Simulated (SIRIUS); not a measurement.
In:

```
In
1.0
    -1.62547    1.62547    2.47370
     1.62547   -1.62547    2.47370
     1.62547    1.62547   -2.47370
In
1
Direct
  0.00000 0.00000 0.00000
```

Base run:

- Program: SIRIUS 7.10.0
- Functional: AM05
- Potentials or basis: PseudoDojo 0.4.1 PBE standard (scalar relativistic)
- Cutoff: 960 eV
- Density cutoff: 3840 eV
- k mesh: 9 × 9 × 9
- Occupations: fermi-dirac, width 0.05 eV
- Spin: no spin polarisation

Its results: band gap on the k mesh none (metal or under the smearing width); pressure -0.7 GPa.

Q: The run is repeated on the same cell with these changes: functional from AM05 to revPBE; libxc names from ["XC_GGA_X_AM05", "XC_GGA_C_AM05"] to ["XC_GGA_X_PBE_R", "XC_GGA_C_PBE"]. What comes out?

A: Band gap on the k mesh none (metal or under the smearing width); pressure 3.2 GPa.

Caveats: the potentials were made for another functional, which shifts forces and pressure.
